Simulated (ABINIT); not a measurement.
# Si2Mo in ABINIT: the effect of target pressure

The system is Si2Mo.

```
CELL_PARAMETERS angstrom
-1.60000 1.60000 3.93050
1.60000 -1.60000 3.93050
1.60000 1.60000 -3.93050
ATOMIC_POSITIONS crystal
Mo 0.00000 0.00000 0.00000
Si 0.66700 0.66700 0.00000
Si 0.33300 0.33300 0.00000
```

Alike in all runs:

| Quantity | Value |
| --- | --- |
| Program | ABINIT 10.8.3 (patched build) |
| Task | relaxation of cell and atoms |
| Functional | PBE |
| Potentials or basis | JTH PAW PBE v2.0 |
| Cutoff | 408 eV |
| k mesh | 10 × 10 × 10 |
| Occupations | fermi-dirac, width 0.05 eV |
| Spin | no spin polarisation |

Each run relaxes the cell or the atoms first.

Q: One run gave: relaxed volume 13.28 Å³/atom. Which target pressure did it use?
A. 10 GPa
B. 30 GPa
C. 0 GPa
D. 20 GPa
E. 5 GPa

A: E.

```tsv
target pressure	relaxed volume (Å³/atom)
0 GPa	13.59
5 GPa	13.28
10 GPa	13.00
20 GPa	12.52
30 GPa	12.12
```
